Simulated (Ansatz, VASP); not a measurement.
# Bi in VASP and in Ansatz

```
Bi
1.0
    -4.42182    4.42182    4.42182
     4.42182   -4.42182    4.42182
     4.42182    4.42182   -4.42182
Bi
8
Direct
  0.19920 0.19920 0.19920
  0.50000 0.00000 0.30080
  0.30080 0.50000 0.00000
  0.00000 0.30080 0.50000
  0.80080 0.80080 0.80080
  0.50000 0.00000 0.69920
  0.69920 0.50000 0.00000
  0.00000 0.69920 0.50000
```

Alike in both runs: functional PBE; k mesh 6 × 6 × 6; occupations gaussian, width 0.1 eV; no spin polarisation.

Ansatz relaxed the structure, and its values are those at the end. VASP's run is a single point on that final structure, the one shown.

|  | VASP | Ansatz |
| --- | --- | --- |
| version | VASP 6.6.1 | Ansatz 0.2.0 |
| potentials or method | VASP PAW PBE potentials, release 64 (Bi_d) | scalar-relativistic, plane waves, PAW |
| plane-wave cutoff (eV) | 520 | 420 |
| valence electrons in the cell | 120 | 120 |

|  | VASP | Ansatz | Ansatz less VASP |
| --- | --- | --- | --- |
| gap on the k mesh at the Fermi level (eV) | none | none | - |
| pressure (GPa) | 0.0 | 0.0 | +0.06 |
| rms of the force components (eV/Å) | 0.008 | 0.007 | -0.0013 |

A gap of «none» marks a metal or a gap that the smearing closes.

Caveats: spin-orbit coupling is left out, which moves the levels of the heavy elements.
